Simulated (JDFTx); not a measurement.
The system is Fe.

```
CELL_PARAMETERS angstrom
-1.44300 1.44300 1.44300
1.44300 -1.44300 1.44300
1.44300 1.44300 -1.44300
ATOMIC_POSITIONS crystal
Fe 0.00000 0.00000 0.00000
```

Base run:

| Property | Result |
| --- | --- |
| Program | JDFTx 1.7.0 (patched build) |
| Functional | PBE |
| Potentials or basis | PseudoDojo-SR-PBE-0.5-standard with smoothed tails |
| Cutoff | 1225 eV |
| Density cutoff | 4898 eV |
| k mesh | 13 × 13 × 13 |
| Occupations | fermi-dirac, width 0.05 eV |
| Spin | collinear spin, ferromagnetic start |
| Starting moments | [3.0] μB |
| Hubbard terms | Fe d U = 2 eV |

Its results: band gap on the k mesh none (metal or under the smearing width); pressure 1.9 GPa; net moment 2.65 μB per cell; site moments Fe +2.77 μB.

Q: After a change of settings the same cell gave: band gap on the k mesh none (metal or under the smearing width); pressure 24.6 GPa; net moment 2.68 μB per cell; site moments Fe +2.75 μB. Which change was it?
A. hubbard terms from Fe d U = 2 eV to Fe d U = 3 eV
B. hubbard terms from Fe d U = 2 eV to Fe d U = 8 eV
C. hubbard terms from Fe d U = 2 eV to none; hubbard projectors from atomic pseudo-orbitals, not orthogonalised to none

A: B.

Caveats: the U is typed as a test and isn't derived for this compound.
